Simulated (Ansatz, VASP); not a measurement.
## One calculation of CdSe, two programs

```xyz
2
Lattice="0.0000 3.0703 3.0703 3.0703 0.0000 3.0703 3.0703 3.0703 0.0000" Properties=species:S:1:pos:R:3 pbc="T T T"
Cd    0.0000    0.0000    0.0000
Se    1.5351    1.5351    1.5351
```

Measurements of this composition are mostly on another form, of space group No. 186.

Alike in both runs: task single point; functional PBE; k mesh 8 × 8 × 8; occupations gaussian, width 0.02 eV; no spin polarisation.

|  | VASP | Ansatz |
| --- | --- | --- |
| version | VASP 6.6.1 | Ansatz 0.2.0 |
| potentials or method | VASP PAW PBE potentials, release 64 (Cd, Se), cutoff 520 eV | all-electron LAPW, scalar-relativistic |

Ansatz gave:

| Item | Value |
| --- | --- |
| gap on the k mesh at the Fermi level (eV) | 0.55 |
| least direct gap on the mesh (eV) | 0.55 |
| pressure (GPa) | 1.3 |

Which values does VASP return?

gap on the k mesh at the Fermi level (eV): 0.55; least direct gap on the mesh (eV): 0.55; pressure (GPa): 1.6.

Ansatz ran all-electron here, so the differences hold the error of VASP's frozen core and of both bases.

As with any semilocal functional, this PBE gap is likely too small.
